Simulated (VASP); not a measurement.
# H (P4/mmm) in VASP: reference runs, part 2 of 2

VASP 6.6.1. Earlier steps stand in the parts before.

## Step 7: Equation of state, PBE, 7.02 Å³/atom (volume scaled by 1.02)

File INCAR:

```
SYSTEM = H
PREC = Accurate ; ENCUT = 520
EDIFF = 1E-7 ; ISMEAR = -1
SIGMA = 0.05 ; LREAL = .FALSE.
LASPH = .TRUE. ; NELM = 60
ALGO = Normal ; ISIF = 2
LWAVE = .FALSE. ; LCHARG = .FALSE.
GGA = PE ; NBANDS = 6
```

File KPOINTS:

```
Automatic mesh
0
G
  10 10 26
  0 0 0
```

File POSCAR:

```
H
1.0
    2.6671865267      0.0000000000      0.0000000000
    0.0000000000      2.6671865267      0.0000000000
    0.0000000000      0.0000000000      0.9869864398
H
1
Direct
    0.0000000000      0.0000000000      0.5000000000
```

Potentials or basis: VASP PAW PBE potentials, release 64 (H).

Launch:

```
cat potpaw_PBE.64/H/POTCAR > POTCAR
mpirun -np 1 vasp_std > vasp.out
```

OUTCAR:

```text
SYSTEM = H
   PREC = Accurate
   ENCUT = 520
   EDIFF = 1E-7
   ISMEAR = -1
   LREAL = .FALSE.
   LASPH = .TRUE.
   NELM = 60
   ISIF = 2
   GGA = PE

 Found    294 irreducible k-points:

 Following reciprocal coordinates:
            Coordinates               Weight
  0.000000  0.000000  0.000000      1.000000
  0.100000  0.000000  0.000000      4.000000
  0.200000  0.000000  0.000000      4.000000
  0.300000  0.000000  0.000000      4.000000
  0.400000  0.000000  0.000000      4.000000
  0.500000  0.000000  0.000000      2.000000
   k-points           NKPTS =    294   k-points in BZ     NKDIM =    294   number of bands    NBANDS=      6
   number of dos      NEDOS =    301   number of ions     NIONS =      1
   total plane-waves  NPLWV =   3200
   dimension x,y,z NGX =    20 NGY =   20 NGZ =    8
   dimension x,y,z NGXF=    40 NGYF=   40 NGZF=   16
   ions per type =               1
   NGX,Y,Z   is equivalent  to a cutoff of  12.47, 12.47, 13.48 a.u.
   NGXF,Y,Z  is equivalent  to a cutoff of  24.93, 24.93, 26.95 a.u.
 SYSTEM =  H
   PREC   = accura    normal or accurate (medium, high low for compatibility)
   ISTART =      0    job   : 0-new  1-cont  2-samecut
   ICHARG =      2    charge: 1-file 2-atom 10-const
   ISPIN  =      1    spin polarized calculation?
   LNONCOLLINEAR =      F non collinear calculations
   LSORBIT =      F    spin-orbit coupling
   LASPH  =      T    aspherical Exc in radial PAW
   ENCUT  =  520.0 eV  38.22 Ry    6.18 a.u.   4.96  4.96  1.84*2*pi/ulx,y,z
   NELM   =     60;   NELMIN=  2; NELMDL= -5     # of ELM steps
   EDIFF  = 0.1E-06   stopping-criterion for ELM
   LREAL  =      F    real-space projection
   EDIFFG = 0.1E-05   stopping-criterion for IOM
   NSW    =      0    number of steps for IOM
   IBRION =     -1    ionic relax: 0-MD 1-quasi-New 2-CG
   NFREE  =      0    steps in history (QN), initial steepest desc. (CG)
   ISIF   =      2    stress and relaxation
   ISYM   =      2    0-nonsym 1-usesym 2-fastsym
   POTIM  = 0.5000    time-step for ionic-motion
   TEBEG  =    0.0;   TEEND  =   0.0 temperature during run
   PSTRESS=    0.0 pullay stress
   NELECT =       1.0000    total number of electrons
   NUPDOWN=      -1.0000    fix difference up-down
   EMIN   =  10.00;   EMAX   =-10.00  energy-range for DOS
   EFERMI =   0.00;   METHOD = LEGACY
   ISMEAR =    -1;   SIGMA  =   0.05  broadening in eV -4-tet -1-fermi 0-gaus
   EFERMI_NEDOS =   21; number of points for ismear=-14 and -15
   IALGO  =     38    algorithm
   IMIX   =      4    mixing-type and parameters
     AMIX     =   0.40;   BMIX     =  1.00
     AMIX_MAG =   1.60;   BMIX_MAG =  1.00
  volume/ion in A,a.u.               =       7.02        47.38
  Fermi-wavevector in a.u.,A,eV,Ry     =   0.854940  1.615602  9.944797  0.730922
  Thomas-Fermi vector in A             =   1.971613
   LORBIT       =      0    0 simple, 1 ext, 2 COOP (PROOUT), +10 PAW based schemes
   GGA     = PE    functional components
[... 5 lines left out ...]
 non-spin polarized calculation
  energy-cutoff  :      520.00
  volume of cell :        7.02
 maximum number of plane-waves:       200
 NGX is ok and might be reduce to    20
   NGX =  9   NGY =  9   NGZ =  3

 number of electron       0.9999999 magnetization

 Free energy of the ion-electron system (eV)
  ---------------------------------------------------
  ext. energy  EPLUGINS =         0.00000000
  ---------------------------------------------------
  free energy    TOTEN  =        -3.01846131 eV

  energy without entropy =       -3.01844466  energy(sigma->0) =       -3.01845299

 E-fermi :  -1.5860     XC(G=0):  -6.7460

 val. band max:       -1.8036939099   @ k =   0.5000   0.5000   0.2308
 cond. band min:      -1.3637525203   @ k =   0.0000   0.0000   0.2692
 fundamental gap:      0.4399413896
 Fermi energy:        -1.5860248502

 k-point     1 :       0.0000    0.0000    0.0000
  band No.  band energies     occupation
      1     -12.4254      2.00000
      2       8.2274      0.00000
      3      13.9856      0.00000
      4      13.9856      0.00000
      5      17.0205      0.00000
      6      34.5653      0.00000

 k-point     2 :       0.1000    0.0000    0.0000
  band No.  band energies     occupation
      1     -12.3140      2.00000
      2       7.2750      0.00000
      3      13.3962      0.00000
      4      14.1669      0.00000
      5      19.2323      0.00000
      6      31.3766      0.00000

 k-point     3 :       0.2000    0.0000    0.0000
  band No.  band energies     occupation
      1     -12.0042      2.00000
      2       5.2167      0.00000
      3      13.3498      0.00000
      4      14.6978      0.00000
      5      23.3471      0.00000
      6      28.0709      0.00000

 k-point     4 :       0.3000    0.0000    0.0000
  band No.  band energies     occupation
      1     -11.5778      2.00000
      2       3.1870      0.00000
      3      13.8538      0.00000
      4      15.5197      0.00000
      5      25.3009      0.00000
      6      25.8632      0.00000

 k-point     5 :       0.4000    0.0000    0.0000
  band No.  band energies     occupation
      1     -11.1866      2.00000
      2       1.7533      0.00000
      3      14.4965      0.00000
      4      16.4457      0.00000
      5      23.3664      0.00000
      6      23.6822      0.00000

 k-point     6 :       0.5000    0.0000    0.0000
  band No.  band energies     occupation
      1     -11.0232      2.00000
      2       1.2329      0.00000
      3      14.8126      0.00000
      4      16.9318      0.00000
      5      22.6208      0.00000
      6      22.7776      0.00000

 [... further k-points ...]

------------------------ aborting loop because EDIFF is reached ----------------------------------------

  FORCE on cell =-STRESS in cart. coord.  units (eV):
  Direction    XX          YY          ZZ          XY          YZ          ZX
  --------------------------------------------------------------------------------------
  -------------------------------------------------------------------------------------
  Total        0.0961388      0.0961388     -0.0834981      0.0000000      0.0000000      0.0000000
  in kB       21.9377090     21.9377090    -19.0532528      0.0000000      0.0000000      0.0000000
  external PRESSURE =       8.2740550 kB  Pullay stress =       0.0000000 kB

 VOLUME and BASIS-vectors are now :
 -----------------------------------------------------------------------------
  energy-cutoff  :      520.00
  volume of cell :        7.02
      direct lattice vectors                 reciprocal lattice vectors
     2.667186527  0.000000000  0.000000000     0.374926909  0.000000000  0.000000000
     0.000000000  2.667186527  0.000000000     0.000000000  0.374926909  0.000000000
     0.000000000  0.000000000  0.986986440     0.000000000  0.000000000  1.013185146

 POSITION                                       TOTAL-FORCE (eV/Angst)
 -----------------------------------------------------------------------------------
      0.00000      0.00000      0.49349         0.000000      0.000000      0.000000
 -----------------------------------------------------------------------------------
    total drift:                               -0.000000      0.000000     -0.000000

  FREE ENERGIE OF THE ION-ELECTRON SYSTEM (eV)
  ---------------------------------------------------
  free  energy   TOTEN  =        -3.0184613073 eV

  energy  without entropy=       -3.0184446630  energy(sigma->0) =       -3.01845299
```

OSZICAR:

```text
N       E                     dE             d eps       ncg     rms          rms(c)
DAV:   1    -0.302016596952E+01   -0.30202E+01   -0.23609E+02  3744   0.714E+01
DAV:   2    -0.310991803628E+01   -0.89752E-01   -0.89752E-01  4674   0.561E+00
DAV:   3    -0.310996774638E+01   -0.49710E-04   -0.49710E-04  4008   0.130E-01
DAV:   4    -0.310996776222E+01   -0.15842E-07   -0.15824E-07  5220   0.205E-03
DAV:   5    -0.310996776206E+01    0.15665E-09   -0.27380E-11  3978   0.206E-05    0.180E+00
DAV:   6    -0.304858630368E+01    0.61381E-01   -0.18892E-02  3858   0.438E-01    0.106E+00
DAV:   7    -0.301716998946E+01    0.31416E-01   -0.44581E-02  3984   0.717E-01    0.103E-01
DAV:   8    -0.301844575758E+01   -0.12758E-02   -0.97507E-04  3834   0.139E-01    0.105E-02
DAV:   9    -0.301845839786E+01   -0.12640E-04   -0.14576E-05  4476   0.197E-02    0.329E-03
DAV:  10    -0.301846130723E+01   -0.29094E-05   -0.26020E-06  3852   0.927E-03    0.527E-04
DAV:  11    -0.301846130726E+01   -0.35730E-10   -0.10301E-08  4398   0.596E-04
   1 F= -.30184613E+01 E0= -.30184530E+01  d E =-.166442E-04
```

stdout:

```text
POSCAR found type information on POSCAR H
 POSCAR found :  1 types and       1 ions
 scaLAPACK will be used
 LDA part: xc-table for (Slater+PW92), standard interpolation
 POSCAR, INCAR and KPOINTS ok, starting setup
 FFT: planning ... GRIDC
 FFT: planning ... GRID_SOFT
 FFT: planning ... GRID
 WAVECAR not read
 entering main loop
```

Run time: 4 s. Hardware: 1 thread of AMD EPYC 9R45 (Zen 5), shared host; peak memory 0.08 GiB.

What came out:

```yaml
Free_energy: -3.0185 eV
Pressure: 0.8 GPa
Band_gap_on_the_k_mesh: none (metal or under the smearing width)
```

## Step 8: Equation of state, PBE, 7.16 Å³/atom (volume scaled by 1.04)

File INCAR:

```
SYSTEM = H
ALGO = Normal
EDIFF = 1E-7
ENCUT = 520
GGA = PE
ISIF = 2
ISMEAR = -1
LASPH = .True.
LCHARG = .False.
LREAL = .False.
LWAVE = .False.
NBANDS = 6
NELM = 80
PREC = Accurate
SIGMA = 0.05
```

File KPOINTS:

```
k-points
0
Gamma
  10 10 26
  0 0 0
```

File POSCAR:

```
H
1.0
    2.6845064050      0.0000000000      0.0000000000
    0.0000000000      2.6845064050      0.0000000000
    0.0000000000      0.0000000000      0.9933956223
H
1
Direct
    0.0000000000      0.0000000000      0.5000000000
```

Launch:

```
cat potpaw_PBE.64/H/POTCAR > POTCAR
mpirun -np 1 vasp_std > vasp.out
```

Run time: 4 s. Hardware: 1 thread of AMD EPYC 9R45 (Zen 5), shared host; peak memory 0.08 GiB.

The run converged. Its results:

| Item | Value |
| --- | --- |
| Free energy | -3.0191 eV |
| Pressure | 0.1 GPa |
| Band gap on the k mesh | none (metal or under the smearing width) |

## Step 9: Equation of state, PBE, 7.30 Å³/atom (volume scaled by 1.06)

File INCAR:

```
PREC = Accurate ; ENCUT = 520
EDIFF = 1E-7 ; ISMEAR = -1
SIGMA = 0.05 ; LREAL = False
LASPH = True ; NELM = 60
ALGO = Normal ; ISIF = 2
LWAVE = False ; LCHARG = False
GGA = PE ; NBANDS = 6
```

File KPOINTS:

```
regular mesh
0
Gamma
  10 10 26
```

File POSCAR:

```
H
1.0
    2.7016056330      0.0000000000      0.0000000000
    0.0000000000      2.7016056330      0.0000000000
    0.0000000000      0.0000000000      0.9997231535
H
1
Direct
    0.0000000000      0.0000000000      0.5000000000
```

Potentials or basis: VASP PAW PBE potentials, release 64 (H).

Launch:

```
cat potpaw_PBE.64/H/POTCAR > POTCAR
mpirun -np 1 vasp_std > vasp.out
```

Wall time 4 s (1 thread of AMD EPYC 9R45 (Zen 5), shared host); peak memory 0.08 GiB.

The run converged. Its results:

```
Free energy            : -3.0191 eV
Pressure               : -0.5 GPa
Band gap on the k mesh : none (metal or under the smearing width)
```

## Step 10: Equation of state, PBE

No new run: the results of the series are fitted here.

Results:

```yaml
Equilibrium_volume: 7.23 Å³/atom
Bulk_modulus_at_fixed_shape_and_positions: 35 GPa
Pressure_derivative_of_the_bulk_modulus: "3.1 (rough: it moves with the points fitted)"
```

Energy against volume, from the lowest point:
| volume (Å³/atom) | energy (meV/atom) |
| --- | --- |
| 6.471 | 9.99 |
| 6.608 | 6.47 |
| 6.746 | 3.79 |
| 6.884 | 1.84 |
| 7.021 | 0.60 |
| 7.159 | 0.00 |
| 7.297 | 0.00 |

Caveat: the cell was scaled at fixed shape and fractional positions, which overstates the stiffness of a crystal with free parameters, most of all of layers and chains.

## Step 11: The runs side by side

```tsv
task	cell	gap on the mesh (eV)	pressure (GPa)
single point	as given	none	1.6
single point	cell strained at random at fixed volume	none	2.4
equation of state	as given	-	-
```

Alike in all rows: level PBE; potentials or basis VASP PAW PBE potentials, release 64 (H); no spin polarisation; k mesh 10 × 10 × 26; cutoff (eV) 520; smearing fermi-dirac 0.05 eV.

Caveats: the cell was scaled at fixed shape and fractional positions, which overstates the stiffness of a crystal with free parameters, most of all of layers and chains (some runs).

Total energies depend on the potentials used, so only differences within one code and one set of settings carry meaning.
